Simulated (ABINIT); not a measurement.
# BP (F-43m): G0W0 with ABINIT, start to end, part 2 of 3

How does a plane-wave GW calculation on BP (F-43m) run from the first input to the gap?

ABINIT 10.8.3; LDA and many-body steps on it, plane waves. Known limits of the many-body steps: not at the basis limit; coarse k mesh.

So far. Step 2 (Ground state): The gap is indirect, with the least direct gap 2.16 eV higher.

### 3. Bands along the symmetry lines

Level of this step: DFT, LDA, plane waves, norm-conserving pseudopotentials (ABINIT).

Levels along a band path, at the cheap level, show where the edges lie and whether the meshes to come will hold them.

The input, run.abi:

```
acell 3*1.0 Angstrom
rprim 
  0.000000000000 2.269000000000 2.269000000000
  2.269000000000 0.000000000000 2.269000000000
  2.269000000000 2.269000000000 0.000000000000
ntypat 2
znucl 5 15
natom 2
typat 1 2
xred 
  0.000000000000 0.000000000000 0.000000000000
  0.250000000000 0.250000000000 0.250000000000
pp_dirpath "pseudos"
pseudos "B.upf, P.upf"
ecut 34
iscf -2
irdden 1
kptopt 0
nkpt 50
kpt 
  0.00000000 0.00000000 0.00000000
  -0.06250000 -0.06250000 0.00000000
  -0.12500000 -0.12500000 0.00000000
  -0.18750000 -0.18750000 0.00000000
  -0.25000000 -0.25000000 0.00000000
  -0.31250000 -0.31250000 0.00000000
  -0.37500000 -0.37500000 0.00000000
  -0.43750000 -0.43750000 0.00000000
  -0.50000000 -0.50000000 0.00000000
  -0.48437500 -0.48437500 0.03125000
  -0.46875000 -0.46875000 0.06250000
  -0.45312500 -0.45312500 0.09375000
  -0.43750000 -0.43750000 0.12500000
  -0.42187500 -0.42187500 0.15625000
  -0.40625000 -0.40625000 0.18750000
  -0.39062500 -0.39062500 0.21875000
  -0.37500000 -0.37500000 0.25000000
  -0.37500000 0.00000000 0.37500000
  -0.32812500 0.00000000 0.32812500
  -0.28125000 0.00000000 0.28125000
  -0.23437500 0.00000000 0.23437500
  -0.18750000 0.00000000 0.18750000
  -0.14062500 0.00000000 0.14062500
  -0.09375000 0.00000000 0.09375000
  -0.04687500 0.00000000 0.04687500
  0.00000000 0.00000000 0.00000000
  0.00000000 0.00000000 0.06250000
  0.00000000 0.00000000 0.12500000
  0.00000000 0.00000000 0.18750000
  0.00000000 0.00000000 0.25000000
  0.00000000 0.00000000 0.31250000
  0.00000000 0.00000000 0.37500000
  0.00000000 0.00000000 0.43750000
  0.00000000 0.00000000 0.50000000
  -0.06250000 -0.03125000 0.46875000
  -0.12500000 -0.06250000 0.43750000
  -0.18750000 -0.09375000 0.40625000
  -0.25000000 -0.12500000 0.37500000
  -0.31250000 -0.15625000 0.34375000
  -0.37500000 -0.18750000 0.31250000
  -0.43750000 -0.21875000 0.28125000
  -0.50000000 -0.25000000 0.25000000
  -0.50000000 -0.28125000 0.21875000
  -0.50000000 -0.31250000 0.18750000
  -0.50000000 -0.34375000 0.15625000
  -0.50000000 -0.37500000 0.12500000
  -0.50000000 -0.40625000 0.09375000
  -0.50000000 -0.43750000 0.06250000
  -0.50000000 -0.46875000 0.03125000
  -0.50000000 -0.50000000 0.00000000
istwfk *1
nband 14
nbdbuf 5
tolwfr 1e-07
nstep 50
prtwf 0
prtvol 0
indata_prefix "in"
outdata_prefix "out"
tmpdata_prefix "tmp"
```

The run is started by

```
$ OMP_NUM_THREADS=1 mpirun -n 4 abinit run.abi > log
```

Numbers of over 12 decimals in the logs are rounded to 6 here.

Log:

```text
.Version 10.8.3 of ABINIT. v10.8.2 released Aug 2026.

 Symmetries : space group F-4 3 m (#216); Bravais cF (face-center cubic)
[... echo of the input left out ...]
== DATASET  1 ==================================================================
-   mpi_nproc: 4, omp_nthreads: 1 (-1 if OMP is not activated)

--- !DatasetInfo
iteration_state: {dtset: 1, }
dimensions: {natom: 2, nkpt: 50, mband: 14, nsppol: 1, nspinor: 1, nspden: 1, mpw: 1524, }
cutoff_energies: {ecut:  34.0, pawecutdg:  -1.0, }
electrons: {nelect:   8.00000000E+00, charge:   0.00000000E+00, occopt:   1.00000000E+00, tsmear:   1.00000000E-02, }

 Real(R)+Recip(G) space primitive vectors, cartesian coordinates (Bohr,Bohr^-1):
 R(1)=  0.0000000  4.2877886  4.2877886  G(1)= -0.1166102  0.1166102  0.1166102
 R(2)=  4.2877886  0.0000000  4.2877886  G(2)=  0.1166102 -0.1166102  0.1166102
 R(3)=  4.2877886  4.2877886  0.0000000  G(3)=  0.1166102  0.1166102 -0.1166102
 Unit cell volume ucvol=  1.5766311E+02 bohr^3
 Angles (23,13,12)=  6.00000000E+01  6.00000000E+01  6.00000000E+01 degrees

 getcut: wavevector=  0.0000  0.0000  0.0000  ngfft=  32  32  32
         ecut(hartree)=     34.000   => boxcut(ratio)=   2.01047

--- Pseudopotential description ------------------------------------------------
- B Generated using ONCVPSP code by D. R. Hamann
-  5.00000   3.00000  180309                  znucl, zion, pspdat
12 -1012 1 -1 1498                            pspcod,pspxc,lmax,lloc,mmax
     nproj     2     2     0
  pspatm : epsatm=    3.19369156
         --- l  ekb(1:nproj) -->
             0    8.437831    1.245441
             1   -3.670611   -0.766497
 pspatm: atomic psp has been read  and splines computed

- P Generated using ONCVPSP code by D. R. Hamann
- 15.00000   5.00000  180309                  znucl, zion, pspdat
12 -1012 2 -1 1298                            pspcod,pspxc,lmax,lloc,mmax
     nproj     2     2     2
  pspatm : epsatm=    7.03163270
         --- l  ekb(1:nproj) -->
             0    6.795192    1.078292
[...]
pspatm: atomic psp has been read  and splines computed

--------------------------------------------------------------------------------

================================================================================
 prteigrs : about to open file out_EIG
 Non-SCF case, kpt    1 (  0.00000  0.00000  0.00000), residuals and eigenvalues=
  2.33E-08  4.99E-08  9.13E-08  3.15E-08  3.07E-08  4.41E-08  3.36E-08  8.24E-09
  6.34E-08  3.30E-08  2.98E-08  4.12E-08  5.79E-08  6.34E-08
 -2.9912E-01  2.6676E-01  2.6676E-01  2.6676E-01  3.9121E-01  3.9121E-01
  3.9121E-01  5.3650E-01  6.8092E-01  7.1072E-01  7.1072E-01  8.3855E-01
  8.3855E-01  8.3855E-01
 Non-SCF case, kpt    2 ( -0.06250 -0.06250  0.00000), residuals and eigenvalues=
  3.66E-08  2.26E-08  1.48E-08  2.64E-08  3.45E-08  3.63E-08  5.93E-08  3.89E-08
[...]
8.4531E-01  8.6524E-01
 Non-SCF case, kpt    3 ( -0.12500 -0.12500  0.00000), residuals and eigenvalues=
  3.59E-08  8.01E-08  4.76E-08  6.79E-08  3.83E-08  3.31E-08  2.86E-08  2.25E-08
[...]
8.6548E-01  9.0484E-01
[...]
Non-SCF case, kpt   49 ( -0.50000 -0.46875  0.03125), residuals and eigenvalues=
[...]
9.5415E-01  1.1045E+00
 Non-SCF case, kpt   50 ( -0.50000 -0.50000  0.00000), residuals and eigenvalues=
[...]
9.3963E-01  1.1007E+00

--- !ResultsGS
iteration_state: {dtset: 1, }
comment   : Summary of ground state results
lattice_vectors:
- [  0.0000000,   4.2877886,   4.2877886, ]
- [  4.2877886,   0.0000000,   4.2877886, ]
- [  4.2877886,   4.2877886,   0.0000000, ]
lattice_lengths: [   6.06385,    6.06385,    6.06385, ]
lattice_angles: [ 60.000,  60.000,  60.000, ] # degrees, (23, 13, 12)
lattice_volume:   1.5766311E+02
convergence: {deltae:  0.000E+00, res2:  0.000E+00, residm:  9.928E-08, diffor:  0.000E+00, }
etotal    :  -9.94533338E+00
entropy   :   0.00000000E+00
fermie    :   2.66764467E-01
cartesian_stress_tensor: null
pressure_GPa: null
xred      :
- [  0.0000E+00,   0.0000E+00,   0.0000E+00,  B]
- [  2.5000E-01,   2.5000E-01,   2.5000E-01,  P]
cartesian_forces: null
force_length_stats: {min: null, max: null, mean: null, }

 Integrated electronic density in atomic spheres:
 ------------------------------------------------
 Atom  Sphere_radius  Integrated_density
[...]
================================================================================

 ----iterations are completed or convergence reached----

 Mean square residual over all n,k,spin=   45.066E-09; max=  99.278E-09
 reduced coordinates (array xred) for    2 atoms
       0.000000000000      0.000000000000      0.000000000000
       0.250000000000      0.250000000000      0.250000000000

 cartesian coordinates (angstrom) at end:
    1      0.000000     0.000000     0.000000
    2      1.134500     1.134500     1.134500
 length scales=  1.889726125908  1.889726125908  1.889726125908 bohr
              =  1.000000000000  1.000000000000  1.000000000000 angstroms
 prteigrs : about to open file out_EIG
 Eigenvalues (hartree) for nkpt=  50  k points:
 kpt#   1, nband= 14, wtk=  1.00000, kpt=  0.0000  0.0000  0.0000 (reduced coord)
[...]
kpt#   2, nband= 14, wtk=  1.00000, kpt= -0.0625 -0.0625  0.0000 (reduced coord)
[...]
kpt#   3, nband= 14, wtk=  1.00000, kpt= -0.1250 -0.1250  0.0000 (reduced coord)
[...]
kpt#  49, nband= 14, wtk=  1.00000, kpt= -0.5000 -0.4687  0.0313 (reduced coord)
  -0.12143   -0.04451    0.11341    0.11349    0.31938    0.32871    0.70084    0.70447
   0.80853    0.86211    0.90769    0.93886    0.95415    1.10453
 kpt#  50, nband= 14, wtk=  1.00000, kpt= -0.5000 -0.5000  0.0000 (reduced coord)
  -0.12178   -0.04508    0.11594    0.11594    0.31518    0.32410    0.70559    0.70559
   0.81688    0.87170    0.92061    0.92061    0.93963    1.10067

== END DATASET(S) ==============================================================
================================================================================

 -outvars: echo values of variables after computation  --------
            nband          14
             nkpt          50
          spgroup         216
 [... the other variables as echoed above ...]

 Calculation completed.
```

Run time: 3.3 s. Hardware: 4 MPI ranks of Arm Neoverse V2, shared host; peak memory 0.25 GiB; 13 s of CPU time.

Numbers from this step:

```
gap                        : 1.211 eV
k of the valence top       : 0, 0, 0
k of the conduction bottom : -0.4375, -0.4375, 0
least direct gap           : 3.386 eV
```

The gap is 1.211 eV, −0.018 eV from the run before at this level.

The electronic bands at the labelled points (eV, zero at the top of the highest filled band; v1 is the highest filled band, c1 the lowest empty one):

```tsv
point	v4	v3	v2	v1	c1	c2	c3	c4
Γ	-15.40	0.00	0.00	0.00	3.39	3.39	3.39	7.34
halfway	-13.92	-3.64	-2.72	-2.72	1.77	4.88	7.65	7.65
X	-10.57	-8.49	-4.10	-4.10	1.32	1.56	11.94	11.94
halfway	-10.51	-8.37	-5.06	-3.95	1.59	2.93	11.22	11.51
U	-10.56	-8.06	-6.24	-3.49	2.09	5.92	9.63	10.51
jump to K	-10.56	-8.06	-6.24	-3.49	2.09	5.92	9.63	10.51
halfway	-13.75	-4.87	-3.87	-1.08	4.52	5.06	6.09	8.21
Γ	-15.40	0.00	0.00	0.00	3.39	3.39	3.39	7.34
halfway	-14.29	-4.82	-1.11	-1.11	3.97	4.74	4.74	9.49
L	-12.07	-9.01	-1.75	-1.75	3.77	4.68	4.68	9.94
halfway	-11.42	-8.41	-4.50	-3.11	4.12	5.17	8.24	9.66
W	-10.29	-7.94	-5.68	-5.49	5.25	6.67	7.16	7.45
halfway	-10.44	-8.26	-4.92	-4.87	2.86	3.28	10.13	10.88
X	-10.57	-8.49	-4.10	-4.10	1.32	1.56	11.94	11.94
```

The electronic bands as a text plot (rows in eV, shown from -8.0 to 7.2 only):

```
    6.9 |                   ++++                     +    +
    6.3 |    +                +++                       ++
    5.6 |                 +                         +  +   +
    5.0 |  ++ ++         +      +++         +++++++++++  ++++
    4.4 |                       +++++      +      ++  +++   +
    3.7 | +     ++      +     ++   +++  ++++++++++++++
    3.1 |++            +    ++        ++                     +
    2.5 |  +++    +        +                                  +
    1.8 |     ++   ++++++++                                    ++
    1.2 |       +++++++                                         +
    0.6 |
   -0.1 |**                        ******
   -0.7 |                        **  *  ****
   -1.3 |  **                   *  **       ****
   -2.0 |    *                **   **    **     *****
   -2.6 |    ***            **   **                 **
   -3.2 |       **        **     **        *          *
   -3.9 |     **  ********      *                    * *        *
   -4.5 |             *                     *         * *     **
   -5.1 |       **     **     ***                      * * ***
   -5.8 |                *  ****                        ****
   -6.4 |         *       **                 **
   -7.0 |                   **
   -7.7 |          **      *                   *        ****
         Γ           X  U|K            Γ         L        W     X
```

### 4. Empty states on the mesh, 4×4×4 mesh, 99 bands

The sums over transitions need many empty states on a uniform mesh; this step solves for them.

The input, run.abi:

```
acell 3*1.0 Angstrom
rprim 
  0.000000000000 2.269000000000 2.269000000000
  2.269000000000 0.000000000000 2.269000000000
  2.269000000000 2.269000000000 0.000000000000
ntypat 2
znucl 5 15
natom 2
typat 1 2
xred 
  0.000000000000 0.000000000000 0.000000000000
  0.250000000000 0.250000000000 0.250000000000
pp_dirpath "pseudos"
pseudos "B.upf, P.upf"
ecut 34
ngkpt 4 4 4
nshiftk 1
shiftk 0 0 0
kptopt 1
chksymbreak 0
irdden 1
istwfk *1
nband 99
prtvol 0
optdriver 6
gwr_task "HDIAGO"
paral_kgb 0
occopt 1
indata_prefix "in"
outdata_prefix "out"
tmpdata_prefix "tmp"
```

Log:

```text
[banner, memory and clock lines left out]
.Version 10.8.3 of ABINIT. v10.8.2 released Aug 2026.

 Symmetries : space group F-4 3 m (#216); Bravais cF (face-center cubic)
[... echo of the input left out ...]
== DATASET  1 ==================================================================
-   mpi_nproc: 4, omp_nthreads: 1 (-1 if OMP is not activated)

--- !DatasetInfo
iteration_state: {dtset: 1, }
dimensions: {natom: 2, nkpt: 8, mband: 99, nsppol: 1, nspinor: 1, nspden: 1, mpw: 1524, }
cutoff_energies: {ecut:  34.0, pawecutdg:  -1.0, }
electrons: {nelect:   8.00000000E+00, charge:   0.00000000E+00, occopt:   1.00000000E+00, tsmear:   1.00000000E-02, }

.Using double precision arithmetic; gwpc =  8

- Reading GS density from: in_DEN

--- Pseudopotential description ------------------------------------------------
- B Generated using ONCVPSP code by D. R. Hamann
-  5.00000   3.00000  180309                  znucl, zion, pspdat
12 -1012 1 -1 1498                            pspcod,pspxc,lmax,lloc,mmax
     nproj     2     2     0
  pspatm : epsatm=    3.19369156
         --- l  ekb(1:nproj) -->
             0    8.437831    1.245441
             1   -3.670611   -0.766497
 pspatm: atomic psp has been read  and splines computed

- P Generated using ONCVPSP code by D. R. Hamann
- 15.00000   5.00000  180309                  znucl, zion, pspdat
12 -1012 2 -1 1298                            pspcod,pspxc,lmax,lloc,mmax
     nproj     2     2     2
  pspatm : epsatm=    7.03163270
         --- l  ekb(1:nproj) -->
             0    6.795192    1.078292
             1    3.452929    0.907117
             2   -3.024864   -0.802189
 pspatm: atomic psp has been read  and splines computed

   8.18025940E+01                                ecore*ucvol(ha*bohr**3)

 Total charge density [el/Bohr^3]
)     Maximum=    1.4328E-01  at reduced coord.    0.1563    0.1563    0.5313
)     Minimum=    9.3231E-04  at reduced coord.    0.2500    0.2500    0.2500
   Integrated=    8.0000E+00

 === KS gaps after direct diagonalization ===
 Indirect band gap semiconductor
 Fundamental gap:     1.318 (eV)
   VBM:     7.259 (eV) at k: [ 0.0000E+00,  0.0000E+00,  0.0000E+00]
   CBM:     8.577 (eV) at k: [ 5.0000E-01,  5.0000E-01,  0.0000E+00]
 Direct gap:         3.386 (eV) at k: [ 0.0000E+00,  0.0000E+00,  0.0000E+00]

== END DATASET(S) ==============================================================

 -outvars: echo values of variables after computation  --------
           etotal      0.0000000000E+00
            nband          99
             nkpt           8
          spgroup         216
 [... the other variables as echoed above ...]

 Calculation completed.
```

It took 6.5 s on 4 MPI ranks; peak memory 0.73 GiB.

This step gave:

```yaml
gap: 1.318 eV
k_of_the_valence_top: 0, 0, 0
k_of_the_conduction_bottom: 0.5, 0.5, 0
least_direct_gap: 3.386 eV
k_points_computed: 8
lowest_point_of_the_top_converged_band_above_the_valence_top: 118.7260 eV
```

On this mesh the gap is 1.318 eV. The earlier step found 1.229 eV, so this mesh misses an edge.

### 5. Screening, 4×4×4 mesh, 91 bands, screening to 264 eV

The RPA dielectric matrix is built and inverted for each q.

This step: RPA screening on LDA, plane waves, norm-conserving pseudopotentials.

run.abi, as its differences from that of step 4:

```diff
@@ -20,10 +20,11 @@
 chksymbreak 0
-irdden 1
 istwfk *1
-nband 99
-prtvol 0
-optdriver 6
-gwr_task "HDIAGO"
-paral_kgb 0
 occopt 1
+irdwfk 1
+optdriver 3
+nband 91
+ecuteps 9.7
+inclvkb 2
+awtr 1
+symchi 1
 indata_prefix "in"
```

Log:

```text
.Version 10.8.3 of ABINIT. v10.8.2 released Aug 2026.

 Symmetries : space group F-4 3 m (#216); Bravais cF (face-center cubic)
[... echo of the input left out ...]
== DATASET  1 ==================================================================
-   mpi_nproc: 4, omp_nthreads: 1 (-1 if OMP is not activated)

--- !DatasetInfo
iteration_state: {dtset: 1, }
dimensions: {natom: 2, nkpt: 8, mband: 91, nsppol: 1, nspinor: 1, nspden: 1, mpw: 1524, }
cutoff_energies: {ecut:  34.0, pawecutdg:  -1.0, }
electrons: {nelect:   8.00000000E+00, charge:   0.00000000E+00, occopt:   1.00000000E+00, tsmear:   1.00000000E-02, }

 SCREENING: Calculation of the susceptibility and dielectric matrices

 Based on a program developped by R.W. Godby, V. Olevano, G. Onida, and L. Reining.
 Incorporated in ABINIT by V. Olevano, G.-M. Rignanese, and M. Torrent.
.Using double precision arithmetic ; gwpc =  8

[... cell and pseudopotentials left out ...]
--------------------------------------------------------------------------------

 ==== K-mesh for the wavefunctions ====
 Number of points in the irreducible wedge :     8
[... list of points left out ...]
 Together with 24 symmetry operations and time-reversal symmetry
 yields    64 points in the full Brillouin Zone.

 ==== Q-mesh for the screening function ====
 Number of points in the irreducible wedge :     8
[... list of points left out ...]
 Together with 24 symmetry operations and time-reversal symmetry
 yields    64 points in the full Brillouin Zone.

 setmesh: FFT mesh size selected  =    25x   25x   25
          total number of points  =        15625

 vcoul_init : cutoff-mode = AUXILIARY_FUNCTION
 q-points for optical limit:   1
     1)      0.000010    0.000020    0.000030

- screening: taking advantage of time-reversal symmetry
- Maximum band index for partially occupied states nbvw = 4
- Remaining bands to be divided among processors   nbcw = 87
- Number of bands treated by each node ~21

 Number of electrons calculated from density =    8.0000; Expected =    8.0000
 average of density, n =  0.050741
 r_s =    1.6757
 omega_plasma =   21.7288 [eV]

 calculating chi0 at frequencies [eV] :
  1    0.000000E+00    0.000000E+00
  2    0.000000E+00    2.172879E+01

--------------------------------------------------------------------------------
  q-point number  1        q = ( 0.000000, 0.000000, 0.000000) [r.l.u.]
--------------------------------------------------------------------------------
[... chi0 elements left out ...]
 For q-point:  0.000010 0.000020 0.000030
  dielectric constant =  12.9614
  dielectric constant without local fields =  14.1412

  Average fulfillment of the sum rule on Im[epsilon] for q-point    1 :     89.57  [%]
[... wings left out ...]
  q-point number  2        q = ( 0.250000, 0.000000, 0.000000) [r.l.u.]
--------------------------------------------------------------------------------
[... chi0 elements left out ...]
  Average fulfillment of the sum rule on Im[epsilon] for q-point    2 :     93.18  [%]

 [... 6 further q-points ...]
```

Run time: 6.5 s. Hardware: 4 MPI ranks; peak memory 0.5 GiB.

Numbers from this step:

```
ε∞ with local fields, on this mesh, along the program's q direction : 12.96
the same without local fields                                       : 14.14
plasma frequency                                                    : 21.73 eV
plane waves in the screening matrix                                 : 259
```

Local fields lower ε∞ by 8 %. On a Γ-centred mesh this coarse the value itself is usually too large, while a short band sum pulls it down.

[end of part 2 of 3]

[Paths, hosts, dates, memory and timing lines, banners, echoed tables and standing remarks are left out of the program output.]

[Logs are printed without paths, hosts, clocks, repeated set-up lines and the standing remarks that a program may print on its own settings, such as how far it seeks lower states.]

[Runs of the session that timed out or met a known fault of the program may be left out.]

[Hosts, paths, dates, database ids (printed as entryN), source tags and the programs' standing remarks are cut or masked in the printed files.]

[G0W0 gaps are taken among the corrected bands and points alone; a level outside them can change the order at an edge.]

[Where Ansatz stands beside ABINIT at settings called matched, ABINIT's density can come from a denser mesh and the files from another edition; pairs whose starting gaps differed by over 0.03 eV were left out, so agreement reads better than it is.]
